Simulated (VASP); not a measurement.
# NaH in VASP 6.6.1, single-point calculation

INCAR

```
PREC = Accurate
ENCUT = 520
GGA = PE
NBANDS = 16
ISIF = 2
ISMEAR = -1
LREAL = .FALSE.
IBRION = -1
SIGMA = 0.02
LCHARG = .FALSE.
LASPH = .TRUE.
NELM = 120
EDIFF = 1E-7
LWAVE = .FALSE.
NSW = 0
```

KPOINTS

```
KPOINTS created by Atomic Simulation Environment
0
Monkhorst-Pack
12 12 4
0 0 0
```

POSCAR

```
Na H
 1.0000000000000000
     3.2700352224183038    0.0000000000000000    0.0000000000000000
    -1.6350176112091519    2.8319335738841485    0.0000000000000000
     0.0000000000000000    0.0000000000000000    5.7446556689000001
 Na  H
   2   2
Cartesian
  0.0000000000000000  0.0000000000000000  0.0000000000000000
  0.0000000000000000  0.0000000000000000  2.8723278344499996
 -0.0000000000000001  1.8879557159227651  1.4361639172249998
  1.6350176112091515  0.9439778579613826  4.3084917516749988
```

The recommended PBE PAW datasets give the neutral cell 16 valence electrons.

Command

```
mpirun -np 1 vasp_std
```

OSZICAR

```
N       E                     dE             d eps       ncg     rms          rms(c)
DAV:   1     0.114487198250E+03    0.11449E+03   -0.84470E+03  2720   0.109E+03
DAV:   2    -0.497173477484E+01   -0.11946E+03   -0.11488E+03  2856   0.305E+02
DAV:   3    -0.107833943162E+02   -0.58117E+01   -0.57982E+01  3504   0.695E+01
DAV:   4    -0.108589550791E+02   -0.75561E-01   -0.75555E-01  3048   0.900E+00
DAV:   5    -0.108602364733E+02   -0.12814E-02   -0.12814E-02  3584   0.110E+00    0.459E+00
DAV:   6    -0.101658208147E+02    0.69442E+00   -0.27787E-01  3800   0.403E+00    0.216E+00
DAV:   7    -0.996807444536E+01    0.19775E+00   -0.36652E-01  3872   0.310E+00    0.478E-01
DAV:   8    -0.997735799555E+01   -0.92836E-02   -0.20590E-02  2952   0.147E+00    0.110E-01
DAV:   9    -0.997739231544E+01   -0.34320E-04   -0.22568E-03  3760   0.568E-01    0.355E-02
DAV:  10    -0.997733705287E+01    0.55263E-04   -0.10368E-04  3032   0.749E-02    0.860E-03
DAV:  11    -0.997734383205E+01   -0.67792E-05   -0.99509E-06  3224   0.201E-02    0.672E-03
DAV:  12    -0.997734341211E+01    0.41994E-06   -0.88982E-07  3320   0.568E-03    0.921E-04
DAV:  13    -0.997734345271E+01   -0.40600E-07   -0.78662E-08  3264   0.162E-03
   1 F= -.99773435E+01 E0= -.99773435E+01  d E =-.234265E-10
```

From OUTCAR

```
k-points           NKPTS =     84   k-points in BZ     NKDIM =     84   number of bands    NBANDS=     16

   NELECT =      16.0000    total number of electrons

   dimension x,y,z NGX =    24 NGY =   24 NGZ =   48
   dimension x,y,z NGXF=    48 NGYF=   48 NGZF=   96

  energy-cutoff  :      520.00
  volume of cell :       53.20
      direct lattice vectors                 reciprocal lattice vectors
     3.270035222  0.000000000  0.000000000     0.305807104  0.176557814  0.000000000
    -1.635017611  2.831933574  0.000000000     0.000000000  0.353115627  0.000000000
     0.000000000  0.000000000  5.744655669     0.000000000  0.000000000  0.174074837

 k-points in reciprocal lattice and weights: KPOINTS created by Atomic Simulation Env
   0.04166667  0.04166667  0.12500000       0.007
   0.12500000  0.04166667  0.12500000       0.014
   0.20833333  0.04166667  0.12500000       0.014
   0.29166667  0.04166667  0.12500000       0.014
   0.37500000  0.04166667  0.12500000       0.014
   0.45833333  0.04166667  0.12500000       0.014
  -0.45833333  0.04166667  0.12500000       0.014
  -0.37500000  0.04166667  0.12500000       0.014
   ...

 E-fermi :  -0.5080

 k-point     1 :       0.0417    0.0417    0.1250
  band No.  band energies     occupation
      1     -23.2443      2.00000
      2     -23.0776      2.00000
      3     -23.0732      2.00000
      4     -23.0565      2.00000
      5     -23.0527      2.00000
      6     -23.0370      2.00000
      7      -4.5316      2.00000
      8      -2.2244      2.00000
      9       2.9615      0.00000
     10       9.3788      0.00000
     11      10.1544      0.00000
     12      12.2785      0.00000
     13      13.2725      0.00000
     14      13.8310      0.00000
     15      15.2958      0.00000
     16      15.6268      0.00000

 k-point     2 :       0.1250    0.0417    0.1250
  band No.  band energies     occupation
      1     -23.2402      2.00000
      2     -23.0950      2.00000
      3     -23.0772      2.00000
      4     -23.0715      2.00000
      5     -23.0563      2.00000
      6     -23.0353      2.00000
      7      -4.2430      2.00000
      8      -2.0344      2.00000
      9       3.2767      0.00000
     10       8.5973      0.00000
     11       8.8431      0.00000
     12      11.4407      0.00000
     13      12.7172      0.00000
     14      13.8163      0.00000
     15      14.2906      0.00000
     16      14.6434      0.00000

 k-point     3 :       0.2083    0.0417    0.1250
  band No.  band energies     occupation
      1     -23.2340      2.00000
      2     -23.1212      2.00000
      3     -23.0943      2.00000
      4     -23.0833      2.00000
      5     -23.0619      2.00000
      6     -23.0326      2.00000
      7      -3.7433      2.00000
      8      -1.7227      2.00000
      9       3.8174      0.00000
     10       6.9432      0.00000
     11       7.7779      0.00000
     12      10.8293      0.00000
     13      12.0241      0.00000
     14      12.6687      0.00000
     15      13.0954      0.00000
     16      13.9497      0.00000

 ...

  Total        0.5401498      0.5401498      0.6622565      0.0000000      0.0000000     -0.0000000
  in kB       16.2676686     16.2676686     19.9451512      0.0000000      0.0000000     -0.0000000
  external PRESSURE =      17.4934961 kB  Pullay stress =       0.0000000 kB

 POSITION                                       TOTAL-FORCE (eV/Angst)
 -----------------------------------------------------------------------------------
      0.00000      0.00000      0.00000        -0.000000      0.000000      0.000000
      0.00000      0.00000      2.87233        -0.000000      0.000000      0.000000
      0.00000      1.88796      1.43616        -0.000000     -0.000000     -0.000000
      1.63502      0.94398      4.30849         0.000000      0.000000     -0.000000
 -----------------------------------------------------------------------------------
    total drift:                               -0.000000     -0.000000      0.000000

  FREE ENERGIE OF THE ION-ELECTRON SYSTEM (eV)
  ---------------------------------------------------
  free  energy   TOTEN  =        -9.9773434527 eV

  energy  without entropy=       -9.9773434527  energy(sigma->0) =       -9.97734345
```

It converged. Results: gap between bands v and c on the k mesh 3.82 eV; least direct gap on the k mesh 4.71 eV; pressure 1.7 GPa. Band v is the last that the valence electrons fill when counted band by band, and c is the next.

The shifted mesh misses Γ, so a band edge there is missed.

For comparison, a separate PBE run of the intended cell, on usual settings and not on those above, gives a gap of 3.48 eV on its mesh and a pressure of 1.7 GPa.

The run above took about 61 s on one core of a shared host (Intel Xeon Platinum 8488C) and held 0.2 GiB at most.
